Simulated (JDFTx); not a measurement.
# Ir (Fm-3m) in JDFTx: reference runs

How does Ir come out in PBE? The cell is run as given and disturbed, then over a range of volumes.

Everything below comes from runs of JDFTx 1.7.0 (patched build). Logs are shortened: lines on timing, memory, paths and dates and some standing lists are left out, and cuts for length are marked. The log counts tension as positive stress, the text compression.

## 1. The structure

It takes space group Fm-3m (No. 225, cubic). The conventional cell has a = 3.831 Å, b = 3.831 Å, c = 3.831 Å, α = 90.00°, β = 90.00°, γ = 90.00°. Around Ir (site symmetry m-3m) lie 12 Ir at 2.71 Å.

## 2. Single point, PBE

File Ir.in:

```
lattice \
    0.0000000000     3.6199593643     3.6199593643 \
    3.6199593643     0.0000000000     3.6199593643 \
    3.6199593643     3.6199593643     0.0000000000
coords-type Lattice
ion Ir     0.0000000000     0.0000000000     0.0000000000 1

ion-species pseudo/Ir.upf
elec-cutoff 34
elec-ex-corr gga-PBE
kpoint-folding 12 12 12
elec-smearing Fermi 0.0018374661
elec-n-bands 14
electronic-SCF nIterations 100 energyDiffThreshold 1e-08
electronic-minimize nIterations 30 energyDiffThreshold 1e-7
converge-empty-states yes
forces-output-coords Cartesian

dump-name run.$VAR
dump End Ecomponents EigStats BandEigs Kpoints Forces Stress
```

Potentials or basis: PseudoDojo-SR-PBE-0.5-standard.

Command:

```sh
> jdftx -c 1 -i Ir.in -o Ir.out
```

Log:

```text
*************** JDFTx 1.7.0 (patched build) ***************

Input parsed successfully to the following command list (including defaults):

basis kpoint-dependent
converge-empty-states yes
coords-type Lattice
core-overlap-check vector
coulomb-interaction Periodic
davidson-band-ratio 1.1
dump End Forces BandEigs EigStats Ecomponents Stress Kpoints
dump-name run.$VAR
elec-cutoff 34
elec-eigen-algo Davidson
elec-ex-corr gga-PBE
elec-n-bands 14 1
elec-smearing Fermi 0.00183747
electronic-minimize  \
	dirUpdateScheme      FletcherReeves \
	linminMethod         DirUpdateRecommended \
	nIterations          30 \
	history              15 \
	knormThreshold       0 \
	maxThreshold         no \
	energyDiffThreshold  1e-07 \
	nEnergyDiff          2 \
	convergeAll          no \
	alphaTstart          1 \
	alphaTmin            1e-10 \
	updateTestStepSize   yes \
	alphaTreduceFactor   0.1 \
	alphaTincreaseFactor 3 \
	nAlphaAdjustMax      3 \
	wolfeEnergy          0.0001 \
	wolfeGradient        0.9 \
	abortOnFailedStep    no \
	fdTest               no
electronic-scf  \
	nIterations	100 \
	energyDiffThreshold	1e-08 \
	residualThreshold	1e-07 \
	mixFraction	0.5 \
	qMetric	0.8 \
	history	10 \
	nEigSteps	2 \
	eigDiffThreshold	1e-08 \
	mixedVariable	Density \
	qKerker	0.8 \
	qKappa	-1 \
	verbose	no \
	mixFractionMag	1.5
exchange-regularization WignerSeitzTruncated
fluid None
fluid-ex-corr lda-TF lda-PZ
fluid-gummel-loop 10 1.000000e-05
fluid-minimize  \
	dirUpdateScheme      PolakRibiere \
	linminMethod         DirUpdateRecommended \
	nIterations          100 \
	history              15 \
	knormThreshold       0 \
	maxThreshold         no \
	energyDiffThreshold  0 \
	nEnergyDiff          2 \
	convergeAll          no \
	alphaTstart          1 \
	alphaTmin            1e-10 \
	updateTestStepSize   yes \
	alphaTreduceFactor   0.1 \
	alphaTincreaseFactor 3 \
	nAlphaAdjustMax      3 \
	wolfeEnergy          0.0001 \
	wolfeGradient        0.9 \
	abortOnFailedStep    no \
	fdTest               no
fluid-solvent H2O 55.338 ScalarEOS \
	epsBulk 78.4 \
	pMol 0.92466 \
	epsInf 1.77 \
	Pvap 1.06736e-10 \
	sigmaBulk 4.62e-05 \
	Rvdw 2.61727 \
	Res 1.42 \
	tauNuc 343133 \
	poleEl 15 7 1
forces-output-coords Cartesian
ion Ir   0.000000000000000   0.000000000000000   0.000000000000000 1
ion-species pseudo/Ir.upf
ion-width 0
ionic-minimize  \
	dirUpdateScheme      L-BFGS \
	linminMethod         DirUpdateRecommended \
	nIterations          0 \
	history              15 \
	knormThreshold       0.0001 \
	maxThreshold         no \
	energyDiffThreshold  1e-06 \
	nEnergyDiff          2 \
	convergeAll          no \
	alphaTstart          1 \
	alphaTmin            1e-10 \
	updateTestStepSize   yes \
	alphaTreduceFactor   0.1 \
	alphaTincreaseFactor 3 \
	nAlphaAdjustMax      3 \
	wolfeEnergy          0.0001 \
	wolfeGradient        0.9 \
	abortOnFailedStep    no \
	fdTest               no
kpoint   0.000000000000   0.000000000000   0.000000000000  1.00000000000000
kpoint-folding 12 12 12
latt-move-scale 1 1 1
latt-scale 1 1 1
lattice  \
	   0.000000000000000    3.619959364300000    3.619959364300000  \
	   3.619959364300000    0.000000000000000    3.619959364300000  \
	   3.619959364300000    3.619959364300000    0.000000000000000
lattice-minimize  \
	dirUpdateScheme      L-BFGS \
	linminMethod         DirUpdateRecommended \
	nIterations          0 \
	history              15 \
	knormThreshold       0 \
	maxThreshold         no \
	energyDiffThreshold  1e-06 \
	nEnergyDiff          2 \
	convergeAll          no \
	alphaTstart          1 \
	alphaTmin            1e-10 \
	updateTestStepSize   yes \
	alphaTreduceFactor   0.1 \
	alphaTincreaseFactor 3 \
	nAlphaAdjustMax      3 \
	wolfeEnergy          0.0001 \
	wolfeGradient        0.9 \
	abortOnFailedStep    no \
	fdTest               no
lcao-params -1 1e-06 0.00183747
pcm-variant GLSSA13
perturb-minimize  \
	nIterations            0 \
	algorithm              MINRES \
	residualTol            0.0001 \
	residualDiffThreshold  0.0001 \
	CGBypass               no \
	recomputeResidual      no
spintype no-spin
subspace-rotation-factor 1 yes
symmetries automatic
symmetry-threshold 0.0001

---------- Setting up symmetries ----------
[... 5 lines left out ...]
---------- Initializing the Grid ----------
R =
[            0      3.61996      3.61996  ]
[      3.61996            0      3.61996  ]
[      3.61996      3.61996            0  ]
unit cell volume = 94.8727
G =
[  -0.867853   0.867853   0.867853  ]
[   0.867853  -0.867853   0.867853  ]
[   0.867853   0.867853  -0.867853  ]
Minimum fftbox size, Smin = [  28  28  28  ]
Chosen fftbox size, S = [  28  28  28  ]

---------- Exchange Correlation functional ----------
Initalized PBE GGA exchange.
Initalized PBE GGA correlation.

---------- Setting up pseudopotentials ----------
Width of ionic core gaussian charges (only for fluid interactions / plotting) set to 0

Reading pseudopotential file 'pseudo/Ir.upf':
  'Ir' pseudopotential, 'PBE' functional
  Generated using ONCVPSP code by D. R. Hamann
  17 valence electrons, 4 orbitals, 8 projectors, 1001 radial grid points, with lMax = 3
    5S    l: 0   occupation:  2.0   eigenvalue: -3.600919
    5P    l: 1   occupation:  6.0   eigenvalue: -2.010143
    5D    l: 2   occupation:  7.0   eigenvalue: -0.262668
    6S    l: 0   occupation:  2.0   eigenvalue: -0.232672
  Core radius for overlap checks: 2.19 bohrs.

Initialized 1 species with 1 total atoms.

Folded 1 k-points by 12x12x12 to 1728 k-points.

---------- Setting up k-points, bands, fillings ----------
Reduced to 72 k-points under symmetry.
Computing the number of bands and number of electrons
Calculating initial fillings.
nElectrons:  17.000000   nBands: 14   nStates: 72

----- Setting up reduced wavefunction bases (one per k-point) -----
average nbasis = 898.486 , ideal nbasis = 898.366

---------- Setting up ewald sum ----------
Optimum gaussian width for ewald sums = 1.845466 bohr.
Real space sum over 2197 unit cells with max indices [  6  6  6  ]
Reciprocal space sum over 2197 terms with max indices [  6  6  6  ]

---------- Allocating electronic variables ----------
Initializing wave functions:  linear combination of atomic orbitals
Note: number of bands (14) exceeds available atomic orbitals (10)
Ir pseudo-atom occupations:   s ( 2 0 )  p ( 6 )  d ( 9 )
	FillingsUpdate:  mu: +0.894681349  nElectrons: 17.000000
LCAOMinimize: Iter:   0  F: -106.3824707150177034  |grad|_K:  4.414e-03  alpha:  1.000e+00
	FillingsUpdate:  mu: +0.971256321  nElectrons: 17.000000
LCAOMinimize: Iter:   1  F: -106.4728359437393976  |grad|_K:  4.086e-05  alpha:  6.169e-01  linmin: -2.865e-01  cgtest:  7.843e-01
LCAOMinimize: Encountered beta<0, resetting CG.
[... 4 lines of inner loops ...]
	FillingsUpdate:  mu: +0.971866517  nElectrons: 17.000000
LCAOMinimize: Iter:   4  F: -106.4728443491355705  |grad|_K:  5.064e-09  alpha:  9.483e-01  linmin: -2.546e-02  cgtest:  6.755e-02
LCAOMinimize: Encountered beta<0, resetting CG.
LCAOMinimize: Converged (|Delta F|<1.000000e-06 for 2 iters).

-------- Electronic minimization -----------
Will mix electronic density at each iteration.
	FillingsUpdate:  mu: +0.971866517  nElectrons: 17.000000
	FillingsUpdate:  mu: +0.968591228  nElectrons: 17.000000
SCF: Cycle:  0   F: -106.495978134933154   dF: -2.313e-02   |Residual|: 3.372e-02   |deigs|: 1.610e+00
	FillingsUpdate:  mu: +0.962241663  nElectrons: 17.000000
SCF: Cycle:  1   F: -106.496897687661033   dF: -9.196e-04   |Residual|: 9.689e-03   |deigs|: 7.439e-03
	FillingsUpdate:  mu: +0.960822837  nElectrons: 17.000000
SCF: Cycle:  2   F: -106.496927962090425   dF: -3.027e-05   |Residual|: 3.486e-03   |deigs|: 1.488e-03
	FillingsUpdate:  mu: +0.960963084  nElectrons: 17.000000
SCF: Cycle:  3   F: -106.496929340328350   dF: -1.378e-06   |Residual|: 4.024e-04   |deigs|: 2.480e-04
	FillingsUpdate:  mu: +0.960879115  nElectrons: 17.000000
SCF: Cycle:  4   F: -106.496929724809831   dF: -3.845e-07   |Residual|: 1.688e-04   |deigs|: 1.269e-04
	FillingsUpdate:  mu: +0.960914971  nElectrons: 17.000000
SCF: Cycle:  5   F: -106.496929827925058   dF: -1.031e-07   |Residual|: 1.488e-05   |deigs|: 4.510e-05
	FillingsUpdate:  mu: +0.960914997  nElectrons: 17.000000
SCF: Cycle:  6   F: -106.496929868597690   dF: -4.067e-08   |Residual|: 7.641e-06   |deigs|: 1.976e-05
	FillingsUpdate:  mu: +0.960915539  nElectrons: 17.000000
SCF: Cycle:  7   F: -106.496929885334865   dF: -1.674e-08   |Residual|: 2.520e-06   |deigs|: 1.158e-05
	FillingsUpdate:  mu: +0.960915399  nElectrons: 17.000000
SCF: Cycle:  8   F: -106.496929893866294   dF: -8.531e-09   |Residual|: 1.313e-06   |deigs|: 1.136e-05
	FillingsUpdate:  mu: +0.960915402  nElectrons: 17.000000
SCF: Cycle:  9   F: -106.496929897614990   dF: -3.749e-09   |Residual|: 6.255e-07   |deigs|: 8.469e-06
SCF: Converged (|Delta E|<1.000000e-08 for 2 iters).

Setting wave functions to eigenvectors of Hamiltonian
Converging empty states (this may take a while): |deigs|: 3.273e-04

# Stress tensor in Cartesian coordinates [Eh/a0^3]:
[  -0.00035294            0            0  ]
[            0  -0.00035294            0  ]
[            0            0  -0.00035294  ]

# Ionic positions in lattice coordinates:
ion Ir   0.000000000000000   0.000000000000000   0.000000000000000 1

# Forces in Cartesian coordinates:
force Ir   0.000000000000000  -0.000000000000000  -0.000000000000000 1

# Energy components:
   Eewald =      -91.5082882204614663
       EH =       14.4897733751564584
     Eloc =      -54.3363379382448741
      Enl =        5.9047620162876315
      Exc =      -21.8758629854557398
 Exc_core =        8.6628917943931523
       KE =       32.1663052423068194
-------------------------------------
     Etot =     -106.4967567160180266
       TS =        0.0001731815969649
-------------------------------------
        F =     -106.4969298976149901

IonicMinimize: Iter:   0  F: -106.496929897614990  |grad|_K:  0.000e+00
IonicMinimize: Converged (|grad|_K<1.000000e-04).

#--- Lowdin population analysis ---
# oxidation-state Ir +0.195

Dumping 'run.eigStats' ...
	eMin: -2.459746 at state 0 ( [ +0.000000 +0.000000 +0.000000 ] spin 0 )
	HOMO: +0.960072 at state 38 ( [ +0.000000 +0.333333 -0.333333 ] spin 0 )
	mu  : +0.960915
	LUMO: +0.960931 at state 15 ( [ +0.000000 +0.083333 -0.250000 ] spin 0 )
	eMax: +1.871425 at state 71 ( [ +0.250000 +0.500000 -0.250000 ] spin 0 )
	HOMO-LUMO gap: +0.000859
	Optical gap  : +0.029984 at state 34 ( [ +0.000000 +0.333333 +0.333333 ] spin 0 )
Done!
```

Run time: 37 s. Hardware: 1 thread of Arm Neoverse V1, shared host; peak memory 0.08 GiB.

Results:

| Item | Value |
| --- | --- |
| Free energy | -2897.9291 eV |
| Pressure | 10.4 GPa |
| Band gap on the k mesh | none (metal or under the smearing width) |

## 3. Single point, PBE (cell strained at random at fixed volume)

File Ir.in:

```
lattice \
   -0.0170604475     3.5874352880     3.5898730347 \
    3.7007753918     0.0432709488     3.6428798525 \
    3.6640296673     3.6036982710     0.0408332021
coords-type Lattice
ion Ir    -0.0023390000    -0.0031610000    -0.0142520000 1

ion-species pseudo/Ir.upf
elec-cutoff 34
elec-ex-corr gga-PBE
kpoint-folding 12 12 12
elec-smearing Fermi 0.0018374661
elec-n-bands 14
electronic-SCF nIterations 100 energyDiffThreshold 1e-08
electronic-minimize nIterations 30 energyDiffThreshold 1e-7
converge-empty-states yes
forces-output-coords Cartesian

dump-name run.$VAR
dump End Ecomponents EigStats BandEigs Kpoints Forces Stress ElecDensity Dtot KEdensity
```

Potentials or basis: PseudoDojo-SR-PBE-0.5-standard.

Command:

```sh
> jdftx -c 1 -i Ir.in -o Ir.out
```

Log:

```text
*************** JDFTx 1.7.0 (patched build) ***************

Input parsed successfully to the following command list (including defaults):
[... the input with its defaults ...]

---------- Setting up symmetries ----------

Non-trivial transmission matrix:
[   1   0   0  ]
[   0   1   1  ]
[  -1  -1   0  ]
with reduced lattice vectors:
[     -3.606933     -0.002438      3.587435  ]
[      0.057896     -3.599609      0.043271  ]
[      3.623196      3.562865      3.603698  ]

Found 2 point-group symmetries of the bravais lattice
Found 2 space-group symmetries with basis
Applied RMS atom displacement 0 bohrs to make symmetries exact.

---------- Initializing the Grid ----------
R =
[   -0.0170604      3.58744      3.58987  ]
[      3.70078    0.0432709      3.64288  ]
[      3.66403       3.6037    0.0408332  ]
unit cell volume = 94.8726
G =
[  -0.869308   0.847073   0.855214  ]
[   0.873973  -0.871164    0.88397  ]
[   0.872742   0.874598  -0.879306  ]
Minimum fftbox size, Smin = [  28  28  28  ]
Chosen fftbox size, S = [  28  28  28  ]

---------- Exchange Correlation functional ----------
Initalized PBE GGA exchange.
Initalized PBE GGA correlation.

---------- Setting up pseudopotentials ----------
Width of ionic core gaussian charges (only for fluid interactions / plotting) set to 0

Reading pseudopotential file 'pseudo/Ir.upf':
  'Ir' pseudopotential, 'PBE' functional
  Generated using ONCVPSP code by D. R. Hamann
  17 valence electrons, 4 orbitals, 8 projectors, 1001 radial grid points, with lMax = 3
    5S    l: 0   occupation:  2.0   eigenvalue: -3.600919
    5P    l: 1   occupation:  6.0   eigenvalue: -2.010143
    5D    l: 2   occupation:  7.0   eigenvalue: -0.262668
    6S    l: 0   occupation:  2.0   eigenvalue: -0.232672
  Core radius for overlap checks: 2.19 bohrs.

Initialized 1 species with 1 total atoms.

Folded 1 k-points by 12x12x12 to 1728 k-points.

---------- Setting up k-points, bands, fillings ----------
Reduced to 868 k-points under symmetry.
Computing the number of bands and number of electrons
Calculating initial fillings.
nElectrons:  17.000000   nBands: 14   nStates: 868

----- Setting up reduced wavefunction bases (one per k-point) -----
average nbasis = 898.354 , ideal nbasis = 898.366

---------- Setting up ewald sum ----------
Optimum gaussian width for ewald sums = 1.846433 bohr.
Real space sum over 2197 unit cells with max indices [  6  6  6  ]
Reciprocal space sum over 2197 terms with max indices [  6  6  6  ]

---------- Allocating electronic variables ----------
Initializing wave functions:  linear combination of atomic orbitals
Note: number of bands (14) exceeds available atomic orbitals (10)
Ir pseudo-atom occupations:   s ( 2 0 )  p ( 6 )  d ( 9 )
	FillingsUpdate:  mu: +0.895356322  nElectrons: 17.000000
LCAOMinimize: Iter:   0  F: -106.3814240048099293  |grad|_K:  1.271e-03  alpha:  1.000e+00
	FillingsUpdate:  mu: +0.971968456  nElectrons: 17.000000
LCAOMinimize: Iter:   1  F: -106.4712010491098795  |grad|_K:  1.186e-05  alpha:  6.165e-01  linmin: -2.385e-01  cgtest:  7.736e-01
LCAOMinimize: Encountered beta<0, resetting CG.
	FillingsUpdate:  mu: +0.972638171  nElectrons: 17.000000
LCAOMinimize: Iter:   2  F: -106.4712091922340704  |grad|_K:  2.298e-06  alpha:  6.804e-01  linmin: -1.909e-03  cgtest:  4.991e-03
	FillingsUpdate:  mu: +0.972564824  nElectrons: 17.000000
LCAOMinimize: Iter:   3  F: -106.4712095914563292  |grad|_K:  6.238e-08  alpha:  8.877e-01  linmin:  2.824e-04  cgtest: -3.900e-02
	FillingsUpdate:  mu: +0.972565890  nElectrons: 17.000000
LCAOMinimize: Iter:   4  F: -106.4712095917244596  |grad|_K:  9.255e-09  alpha:  8.075e-01  linmin: -3.524e-03  cgtest:  2.268e-02
LCAOMinimize: Converged (|Delta F|<1.000000e-06 for 2 iters).

-------- Electronic minimization -----------
Will mix electronic density at each iteration.
	FillingsUpdate:  mu: +0.972565890  nElectrons: 17.000000
	FillingsUpdate:  mu: +0.969091712  nElectrons: 17.000000
SCF: Cycle:  0   F: -106.495385391220424   dF: -2.418e-02   |Residual|: 3.624e-02   |deigs|: 1.468e+00
	FillingsUpdate:  mu: +0.962161092  nElectrons: 17.000000
SCF: Cycle:  1   F: -106.496415492492119   dF: -1.030e-03   |Residual|: 1.068e-02   |deigs|: 8.021e-03
	FillingsUpdate:  mu: +0.960555556  nElectrons: 17.000000
SCF: Cycle:  2   F: -106.496452213576774   dF: -3.672e-05   |Residual|: 3.736e-03   |deigs|: 1.672e-03
	FillingsUpdate:  mu: +0.960727891  nElectrons: 17.000000
SCF: Cycle:  3   F: -106.496454230563828   dF: -2.017e-06   |Residual|: 4.610e-04   |deigs|: 2.870e-04
	FillingsUpdate:  mu: +0.960617351  nElectrons: 17.000000
SCF: Cycle:  4   F: -106.496454660752619   dF: -4.302e-07   |Residual|: 2.098e-04   |deigs|: 1.393e-04
	FillingsUpdate:  mu: +0.960669616  nElectrons: 17.000000
SCF: Cycle:  5   F: -106.496454800657702   dF: -1.399e-07   |Residual|: 1.813e-05   |deigs|: 5.907e-05
	FillingsUpdate:  mu: +0.960667361  nElectrons: 17.000000
SCF: Cycle:  6   F: -106.496454849149600   dF: -4.849e-08   |Residual|: 8.537e-06   |deigs|: 2.007e-05
	FillingsUpdate:  mu: +0.960668064  nElectrons: 17.000000
SCF: Cycle:  7   F: -106.496454871142589   dF: -2.199e-08   |Residual|: 2.756e-06   |deigs|: 1.560e-05
	FillingsUpdate:  mu: +0.960667602  nElectrons: 17.000000
SCF: Cycle:  8   F: -106.496454880607430   dF: -9.465e-09   |Residual|: 1.289e-06   |deigs|: 1.136e-05
	FillingsUpdate:  mu: +0.960667811  nElectrons: 17.000000
SCF: Cycle:  9   F: -106.496454884427905   dF: -3.820e-09   |Residual|: 5.323e-07   |deigs|: 1.913e-05
SCF: Converged (|Delta E|<1.000000e-08 for 2 iters).

Setting wave functions to eigenvectors of Hamiltonian
Converging empty states (this may take a while):
EmptyStates: None of the convergence criteria satisfied.
|deigs|: 1.902e-04

# Stress tensor in Cartesian coordinates [Eh/a0^3]:
[ -0.000439787 -4.26801e-05 -5.97432e-05  ]
[ -4.26801e-05 -0.000260015  0.000286785  ]
[ -5.97432e-05  0.000286785 -0.000398016  ]

# Ionic positions in lattice coordinates:
ion Ir  -0.002339000000000  -0.003161000000000  -0.014252000000000 1

# Forces in Cartesian coordinates:
force Ir   0.000000000000000   0.000000000000000   0.000000000000000 1

# Energy components:
   Eewald =      -91.5004266204785495
       EH =       14.4970606261092723
     Eloc =      -54.3524315080599081
      Enl =        5.9049357870091477
      Exc =      -21.8761953667928708
 Exc_core =        8.6628912387739394
       KE =       32.1678865745579756
-------------------------------------
     Etot =     -106.4962792688810111
       TS =        0.0001756155468939
-------------------------------------
        F =     -106.4964548844279051

IonicMinimize: Iter:   0  F: -106.496454884427905  |grad|_K:  0.000e+00
IonicMinimize: Converged (|grad|_K<1.000000e-04).

#--- Lowdin population analysis ---
# oxidation-state Ir +0.195

Dumping 'run.eigStats' ...
	eMin: -2.459753 at state 0 ( [ +0.000000 +0.000000 +0.000000 ] spin 0 )
	HOMO: +0.960610 at state 507 ( [ +0.333333 +0.000000 +0.083333 ] spin 0 )
	mu  : +0.960668
	LUMO: +0.960749 at state 78 ( [ +0.083333 +0.000000 +0.333333 ] spin 0 )
	eMax: +1.865332 at state 443 ( [ +0.250000 +0.500000 -0.250000 ] spin 0 )
	HOMO-LUMO gap: +0.000140
	Optical gap  : +0.024496 at state 655 ( [ +0.416667 +0.000000 +0.416667 ] spin 0 )
WARNING: the last solve of the electrons (or of bands or displaced states from it) ended unconverged.
Done!
```

Wall time 7.4 min (1 thread of Arm Neoverse V1, shared host); peak memory 0.6 GiB.

What came out:

```yaml
Free_energy: -2897.9162 eV
Pressure: 10.8 GPa
Band_gap_on_the_k_mesh: none (metal or under the smearing width)
```

Stress tensor (GPa, compression positive):
```
12.94  1.26  1.76
 1.26  7.65 -8.44
 1.76 -8.44 11.71
```

Levels at points of the mesh, in eV from the Fermi level:
```csv
k point,band 4,band 5,band 6,band 7,band 8,band 9,band 10
"(0.00, 0.00, 0.00)",-49.45,-11.22,-4.22,-3.89,-3.76,-1.34,-1.10
"(0.00, 0.00, 0.50)",-49.58,-8.17,-4.37,-3.81,-0.69,0.85,1.02
"(0.00, 0.50, 0.00)",-49.58,-8.17,-4.34,-3.85,-0.67,0.83,1.04
"(0.00, 0.50, 0.50)",-49.75,-8.01,-7.45,0.85,1.42,1.56,1.77
"(0.50, 0.00, 0.00)",-49.55,-8.24,-4.13,-3.90,-1.01,0.69,0.97
"(0.50, 0.00, 0.50)",-49.74,-8.03,-7.43,0.83,1.47,1.47,1.49
"(0.50, 0.50, 0.00)",-49.76,-8.02,-7.44,0.80,1.42,1.57,1.68
"(0.50, 0.50, 0.50)",-49.56,-8.22,-4.19,-3.87,-0.92,0.66,1.03
```

Caveat: the empty levels aren't tightly converged. The run has no spin-orbit coupling, so splittings on Ir are missing.

(Part 1 of 2 ends here.)
